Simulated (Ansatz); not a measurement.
Input of an Ansatz 0.2.0 run:

Contents of input:

```
crystal:
  lattice:
    - [-1.655654, 1.655654, 1.655654]
    - [1.655654, -1.655654, 1.655654]
    - [1.655654, 1.655654, -1.655654]
  atoms:
    - { symbol: Ag, position: [0.0, 0.0, 0.0] }
hamiltonian:
  xc: { exchange: pbesol, correlation: pbesol, exx: { coeff: 0.25 } }
  pseudopotentials: { kind: paw }
kpoints:
  mp_grid: { grid: [6, 6, 6] }
scf:
  occupations: { method: fermi_dirac, width: 0.05 }
output:
  forces: true
  stress: true
  eigenvalues: true
relax:
  f_tol: 0.01
  max_steps: 40
  cell: { stress_tol: 0.05 }
```

Task: Estimate the band gap on the k mesh.

Result: None (metal or under the smearing width).

Task: Predict the relaxed cell.

Result: a = 2.805 Å, b = 2.805 Å, c = 2.805 Å, α = 109.47°, β = 109.47°, γ = 109.47°.

Task: Estimate the space group after relaxing (to 0.05 Å).

Result: Im-3m (No. 229).

Step by step:
```
step  energy change (eV)  largest force (eV/Å)  volume (Å³)
   1              0.0000                0.0000        18.15
   2             -0.0084                0.0000        16.14
   3             -0.0233                0.0000        17.13
   4             -0.0238                0.0000        16.99
   5             -0.0228                0.0000        16.99
```

Caveat: the k mesh is coarse (spacing up to 0.45 Å⁻¹), so the values aren't converged, least of all with exact exchange; the plane-wave basis is chosen anew once the cell has moved, so the energies of steps on either side of that aren't comparable; the PAW data sets come from PBE, with cores solved anew for the run's functional, which leaves a small shift of forces and pressure.
